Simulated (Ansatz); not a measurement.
Here is an Ansatz 0.2.0 calculation.

Contents of input.yaml:

```yaml
crystal:
  lattice:
    - [0.0, 2.115, 2.115]
    - [2.115, 0.0, 2.115]
    - [2.115, 2.115, 0.0]
  atoms:
    - { symbol: Nb, position: [0.0, 0.0, 0.0] }
hamiltonian:
  xc: pbesol
  pseudopotentials: { kind: paw }
  dispersion: d3bj
kpoints:
  mp_grid: { grid: [11, 11, 11] }
scf:
  occupations: { method: fermi_dirac, width: 0.05 }
output:
  forces: true
  stress: true
  eigenvalues: true
  write_density: true
  write_potential: true
  elf: true
  volumetric_format: npy
relax:
  f_tol: 0.01
  max_steps: 40
  cell: { stress_tol: 0.05 }
```

Potentials or basis: Ansatz PAW.

Launch:

```console
$ ansatz run input.yaml --threads 2 --pin off --max-ram 5632MiB --backend cpu --events-out ev --progress --plain --runs-dir out
```

Predict the band gap on the k mesh.

none (metal or under the smearing width).

Predict the relaxed volume.

17.40 Å³/atom.

Final structure:
```cif
data_structure
_symmetry_space_group_name_H-M 'P 1'
_symmetry_Int_Tables_number 1
_cell_length_a 2.9087
_cell_length_b 2.9087
_cell_length_c 2.9087
_cell_angle_alpha 60.000
_cell_angle_beta 60.000
_cell_angle_gamma 60.000
_cell_volume 17.40
loop_
_atom_site_label
_atom_site_type_symbol
_atom_site_fract_x
_atom_site_fract_y
_atom_site_fract_z
_atom_site_occupancy
Nb1 Nb 0.00000 0.00000 0.00000 1
```

Caveat: pairwise dispersion overbinds metals, which lowers pressure and volume; the PAW data sets come from PBE, with cores solved anew for the run's functional, which leaves a small shift of forces and pressure.
